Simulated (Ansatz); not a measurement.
Crystal: Bi.

```
Bi
1.0
    -1.98143    1.98143    1.98143
     1.98143   -1.98143    1.98143
     1.98143    1.98143   -1.98143
Bi
1
Direct
  0.00000 0.00000 0.00000
```

This isn't the form of Bi at room conditions, which is rhombohedral.

Below is the output of Ansatz 0.2.0 for this cell. Logs are shortened: lines on timing, memory, paths and dates and some standing lists are left out, and cuts for length are marked.

```text
Warning: the checks of this Bi dataset prove no rule for summing its radial tables, as where they were carried onto another mesh than they were made on, and Gregory's rule is taken, under which a leading mesh point left out moves its sums only by what lay on the interval it spanned. That does not make them correct, and they differ from Quantum ESPRESSO's on this file; a re-export a fraction of a mesh step off can move them. hamiltonian.pseudopotentials.radial_quadrature: simpson_from_first_knot sums it by `pw.x`'s rule; on a PAW file no value gives `pw.x`'s numbers. What more to know: hamiltonian.pseudopotentials.radial_quadrature, in the input reference
Warning: RAYON_NUM_THREADS=1 ignored (pool sized by the plan → 1); use --threads N
scf.n_extra_bands = 12 over 8 filled bands (N_el = 15.0): the run solves 20 bands
Engine: ansatz 0.2.0, aarch64-unknown-linux-gnu
Pseudopotentials: kind: paw
Pseudopotential: Bi, paw, valence charge 15, recommended cutoff 1800 eV (normal), Bi.paw.azcp
Functional definition: SPW92
  exchange = slater_x
  correlation = pw_c
Crystal: 1 atoms, lattice volume = 31.117 Å³
Basis set: ecut = 1800 eV, 5425 PW (Γ)
Bands: 20, of which v1, the nominal top of the filled ones, is band 8 counted from 1 (7 counted from 0)
Symmetry: 48 space group operations
Space group: Im-3m (ITA 229), of the structure as read, at distance tolerance 3.1e-5 Å
Magnetic group: BNS 229.140 (UNI 1642), of the structure as read, at distance tolerance 3.1e-5 Å
k-points: 35 of 729
Non-local potential: Bi, projectors of the file, l = 0: 2, l = 1: 2, l = 2: 2
PAW form: compensated (Kresse and Joubert's): semilocal exchange-correlation on the pseudo side sees the compensation charge
PAW one-centre angular grid: Bi, 590 points (default); XC on 64 Gauss nodes
Initial density: superposition of atomic densities (chi_scale 0.1, normalization cell)
Starting moments: Σ|m| = 0.5 μB on 1 of 1 site
Initial wavefunctions: pseudopotential atomic-orbital guess
Functional: x = slater, c = lda
iter 1 solved again at ethr=1.56e-4 eV; its pass at ethr=3.10e-3 eV (dr2=2.34e-2 eV) is discarded
SCF iter   1: F=—  HF=-12021.638873 eV  |F-HF|=—  |Δ(HF+E_count)|=         —  Δρ=2.13e-2 (↑2.13e-2 ↓1.77e-2)  dr2=2.47e-2  dr2_m=1.05e-1  M=0.037 μB ∫|m|=0.037 μB  β_m=0.30  ethr=1.56e-4  ⟨swp⟩=3.1  Hψ=13071  notcnv=0
preconditioner: auto → none  [insulator: Δε(μ)=0.131 eV  Ē_g=31.671 eV  σ=0.050 eV  W_gap=0.54  n_scr=12 (ndim 8)  ℏωp=25.8 eV  f_vac=0.000  D(μ)=0.40/eV (n_scr^D=0)  ε∞_Penn≈1.7]
SCF iter   2: F=—  HF=-12021.650405 eV  |F-HF|=—  |Δ(HF+E_count)|=   1.15e-2  Δρ=1.46e-2 (↑1.46e-2 ↓1.31e-2)  dr2=8.61e-3  dr2_m=5.30e-2  M=0.029 μB ∫|m|=0.029 μB  β_m=0.30  ethr=1.56e-4  ⟨swp⟩=2.0  Hψ=2156  notcnv=0
preconditioner: auto → Kerker (q_TF=auto, 2.416 Å⁻¹)  [metal: Δε(μ)=0.089 eV  Ē_g=31.761 eV  σ=0.050 eV  W_gap=0.40  n_scr=12 (ndim 8)  ℏωp=25.8 eV  f_vac=0.000  D(μ)=0.44/eV (n_scr^D=0)]
[... 18 lines left out ...]
Optics k sum: 4 of 72 k-points
Optics k sum: 8 of 72 k-points
Optics k sum: 11 of 72 k-points
Optics k sum: 15 of 72 k-points
Optics k sum: 18 of 72 k-points
[... 76 lines left out ...]
Optics k sum: 69 of 72 k-points
Optics k sum: 72 of 72 k-points
SCF converged after 12 iterations
Magnetization: -0.0000 μB (7.5000 up, 7.5000 down)
Absolute magnetization: 0.0000 μB (∫|ρ↑−ρ↓|, with the PAW one-centre terms)
Spin contamination: 0.0000 ħ² per cell (⟨S²⟩ above its minimum at these occupations)
Per-site moments (μB) at R_I (Å): [(-9.062587111621173e-9, 1.415674570507651)]
Free energy (F): -12021.666390 eV
Harris-Foulkes:  -12021.666390 eV  (|F-HF|=5.46e-12)
Internal energy: -12021.662262 eV  (E = F + TS)
E sigma→0 (E₀):  -12021.664326 eV
Entropy (-TS):   -0.004128 eV (-4.128 meV/atom)
Fermi energy:    11.160011 eV
--- Per-component energies (eV) ---
  E_band       = -89.721161
  E_kinetic    = 128.499003
  E_local      = -1457.604711  (includes V_loc(G=0)·N_el)
  E_nonlocal   = 794.213761
  E_hartree    = 477.999017
  E_xc         = -241.734909
  E_vxc        = -297.160353  (∫ρ·V_xc dr)
  E_paw        = -10235.368581  (= ΣΔE_a)
  E_vpaw       = -213.666899  (= ΣTr[D̂ρ^β])
  E_aug_tail   = -0.000000  (compensation charges beyond the density's cutoff)
  E_ewald      = -1487.665842
  E_smearing   = -0.004128  (= −TS)
  E_closure    = 0.000000  (closes the sum)
  Σ components = -12021.666390   (vs F -12021.666390, Δ=0.00e0)
--- Band table (eV; the first three rows and the last of 70) ---
  k-point 0 ↑: bands = ["-11.7449", "-11.7449", "-11.7449", "-11.6133", "-11.6133", "-2.4026", "16.1950", "16.1950", "16.1950", "20.2915", "21.7972", "21.7972", "21.7972", "22.9197", "22.9197", "22.9197", "24.0150", "24.0150", "35.8617", "35.8617"]
  k-point 1 ↑: bands = ["-11.7496", "-11.7369", "-11.7204", "-11.6187", "-11.6142", "-2.1795", "14.2186", "15.5702", "16.0007", "20.0687", "20.8483", "21.5235", "21.8724", "23.8320", "23.8411", "24.2722", "25.1295", "26.2957", "34.3410", "34.8008"]
  k-point 2 ↑: bands = ["-11.7614", "-11.7209", "-11.6578", "-11.6289", "-11.6165", "-1.5272", "11.1279", "14.3747", "15.5004", "18.6125", "19.8624", "21.6631", "23.1265", "25.9127", "26.1412", "26.4537", "27.3657", "30.4200", "31.8427", "32.6269"]
  k-point 34 ↓: bands = ["-11.7498", "-11.7453", "-11.5581", "-11.5581", "-11.5564", "2.4783", "9.1881", "9.4931", "9.4931", "14.9113", "15.5129", "26.5211", "28.1591", "28.1591", "28.3555", "32.8575", "33.1219", "33.1219", "34.9498", "38.8537"]
```

What input gives this log?

Optical spectrum with LDA, collinear spin, ferromagnetic start. The files as run (others can give the same):

input.yaml
```yaml
crystal:
  lattice:
    - [-1.9814305318, 1.9814305318, 1.9814305318]
    - [1.9814305318, -1.9814305318, 1.9814305318]
    - [1.9814305318, 1.9814305318, -1.9814305318]
  atoms:
    - { symbol: Bi, position: [0.0, 0.0, 0.0], spin: 0.5 }
hamiltonian:
  xc: lda
  pseudopotentials: { kind: paw, xc_functional: lda, accuracy: standard }
magnetization:
  spin_polarized: true
kpoints:
  mp_grid: { grid: [9, 9, 9] }
scf:
  occupations: { method: fermi_dirac, width: 0.05 }
  n_extra_bands: 12
output:
  eigenvalues: true
  optics: { e_range: [0, 14], sigma: 0.1, nscf_kmesh: { grid: [12, 12, 12] } }
  write_density: true
  write_potential: true
  elf: true
  volumetric_format: npy
```

Potentials or basis: JTH PAW LDA.
Run with:
```sh
$ ansatz run input.yaml --threads 1 --pin off --max-ram 2560MiB --backend cpu --events-out ev --progress --plain --runs-dir out
```

Caveat: spectra need much finer meshes, so this one isn't converged; independent-particle spectra lack excitons; the intraband (Drude) part of a metal's response may be missing; spin-orbit coupling is left out, which moves the levels of the heavy elements; the starting moments weren't kept.
